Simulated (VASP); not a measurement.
# Se (R-3m) in VASP: further runs, part 2 of 2

VASP 6.6.1. The steps go on from the part before.

## 3. Relaxation of cell and atoms, PBEsol, target pressure 187.5 GPa, at which the enthalpy is minimised

This run uses another cell than the first one, of 10.68 Å³/atom, 0.900 times its volume.

INCAR

```
ALGO = Normal
EDIFF = 1E-7
EDIFFG = -0.002
ENCUT = 250
GGA = PS
IBRION = 2
ISIF = 3
ISMEAR = 0
LASPH = T
LCHARG = F
LREAL = F
LWAVE = F
NELM = 100
NSW = 80
PREC = Accurate
PSTRESS = 1875.0
SIGMA = 0.1
```

KPOINTS

```
k-points
0
Gamma
  21 21 21
```

POSCAR

```
Se                                      
1.0
    1.9616162016      1.1325398503      0.8014408814
   -1.9616162016      1.1325398503      0.8014408814
    0.0000000000     -2.2650796997      0.8014408803
  Se            
     1
Direct
     0.0000000000000000    0.0000000000000000    0.0000000000000000
```

Potentials or basis: VASP PAW PBE potentials, release 64 (Se).

Started as:

```bash
$ cat potpaw_PBE.64/Se/POTCAR > POTCAR
$ mpirun -np 1 vasp_std > vasp.out
```

OUTCAR:

```text
EDIFF = 1E-7
   EDIFFG = -0.002
   ENCUT = 250
   GGA = PS
   IBRION = 2
   ISIF = 3
   ISMEAR = 0
   LASPH = T
   LREAL = F
   NELM = 100
   NSW = 80
   PREC = Accurate
   PSTRESS = 1875.0

 ion  position               nearest neighbor table
   1  0.000  0.000  0.000-

  LATTYP: Found a trigonal (rhomboedric) cell.
 ALAT       =     2.4026843574
 COS(alpha) =    -0.3331058477

  Lattice vectors:

 A1 = (   1.9616162016,   1.1325398503,   0.8014408814)
 A2 = (  -1.9616162016,   1.1325398503,   0.8014408814)
 A3 = (   0.0000000000,  -2.2650796997,   0.8014408803)

Analysis of symmetry for initial positions (statically):
=====================================================================
 Subroutine PRICEL returns:
 Original cell was already a primitive cell.

 Routine SETGRP: Setting up the symmetry group for a
 trigonal (rhombohedral) supercell.

 Subroutine GETGRP returns: Found 12 space group operations
 (whereof 12 operations were pure point group operations)
[... 166 lines left out ...]
------------------------ aborting loop because EDIFF is reached ----------------------------------------

  FORCE on cell =-STRESS in cart. coord.  units (eV):
  Direction    XX          YY          ZZ          XY          YZ          ZX
  --------------------------------------------------------------------------------------
  -------------------------------------------------------------------------------------
  Total       12.5001074     12.5001120     12.4833867      0.0000000      0.0000000      0.0000000
  in kB     1874.7098132   1874.7105017   1872.2021251      0.0000000      0.0000013      0.0000000
  external PRESSURE =      -1.1258533 kB  Pullay stress =    1875.0000000 kB
[... 172 lines left out ...]
--------------------------------------- Ionic step        6  -------------------------------------------

 number of electron       5.9999988 magnetization

 Free energy of the ion-electron system (eV)
  ---------------------------------------------------
  ext. energy  EPLUGINS =         0.00000000
  ---------------------------------------------------
  free energy    TOTEN  =        -0.42127645 eV

  energy without entropy =       -0.41962959  energy(sigma->0) =       -0.42045302

 E-fermi :  16.0782     XC(G=0): -13.8076

 val. band max:       16.0589458522   @ k =  -0.3810   0.1429   0.0952
 cond. band min:      16.0856851255   @ k =  -0.4762   0.3810   0.3333
 fundamental gap:      0.0267392733
 Fermi energy:        16.0781731572

 k-point     1 :       0.0000    0.0000    0.0000
  band No.  band energies     occupation
      1      -8.6933      2.00000
      2      23.9935      0.00000
      3      23.9943      0.00000
      4      23.9943      0.00000
      5      30.2168      0.00000
      6      30.2168      0.00000
      7      30.2172      0.00000
[... 221 lines left out ...]
 k-point    24 :      -0.3810    0.0476   -0.0000
  band No.  band energies     occupation
      1      -3.6775      2.00000
      2       7.5712      2.00000
      3      16.8822      0.00000
      4      19.9973      0.00000
      5      24.5128      0.00000
      6      25.5861      0.00000
      7      34.2837      0.00000

 [... further k-points ...]
[... 5 lines left out ...]
  --------------------------------------------------------------------------------------
  -------------------------------------------------------------------------------------
  Total       12.4999614     12.4999727     12.4996383      0.0000000      0.0000000      0.0000000
  in kB     1874.9717460   1874.9734450   1874.9232775      0.0000000      0.0000032      0.0000000
  external PRESSURE =      -0.0438439 kB  Pullay stress =    1875.0000000 kB
[... 20 lines left out ...]
  energy  without entropy=       -0.4196295923  energy(sigma->0) =       -0.42045302

  enthalpy is  TOTEN    =        12.0788733252 eV   P V=       12.5001497758

 reached required accuracy - stopping structural energy minimisation
```

CONTCAR:

```text
Se
   1.00000000000000
     1.9620024080597005    1.1327631323719238    0.8010039092387566
    -1.9620024080597005    1.1327631323719238    0.8010039092387566
     0.0000000000000000   -2.2655262626130308    0.8010039064002158
  Se
     1
Direct
     1.0000000000000000    1.0000000000000000    0.0000000000000000

  0.00000000E+00  0.00000000E+00  0.00000000E+00
```

It took 30 s on 1 thread of AMD EPYC 9R45 (Zen 5), shared host; peak memory 0.09 GiB.

Results:

```
Free energy                                            : -0.4213 eV
Relaxed volume                                         : 10.68 Å³/atom
Relaxed cell                                           : a = 2.403 Å, b = 2.403 Å, c = 2.403 Å, α = 109.47°, β = 109.47°, γ = 109.47°
Space group after relaxing (to 0.05 Å)                 : Im-3m (No. 229)
Energy change on relaxing (the enthalpy is what falls) : +1.9 meV/atom
Ionic steps                                            : 6
Pressure after relaxing                                : 187.5 GPa
Band gap on the k mesh                                 : none (metal or under the smearing width)
```

The path:
```
step  energy change (eV)  largest force (eV/Å)  pressure (GPa)  volume (Å³)
   1              0.0000                0.0000          187.39        10.68
   2              0.0136                0.0000          188.17        10.67
   3              0.0031                0.0000          187.57        10.68
   4              0.0035                0.0000          187.58        10.68
   5              0.0009                0.0000          187.44        10.68
   6              0.0019                0.0000          187.50        10.68
```

Final structure:
```
CELL_PARAMETERS angstrom
1.96200 1.13276 0.80100
-1.96200 1.13276 0.80100
0.00000 -2.26553 0.80100
ATOMIC_POSITIONS crystal
Se 0.00000 0.00000 0.00000
```

Caveat: the cutoff is under 1.25 times the usual one of these potentials, so pressure, stress and relaxed cells hold a basis-set (Pulay) error; the cell is relaxed towards a set pressure, so the enthalpy falls and the energy may rise; the PAW data sets were made with another functional, which shifts forces and pressure a little.
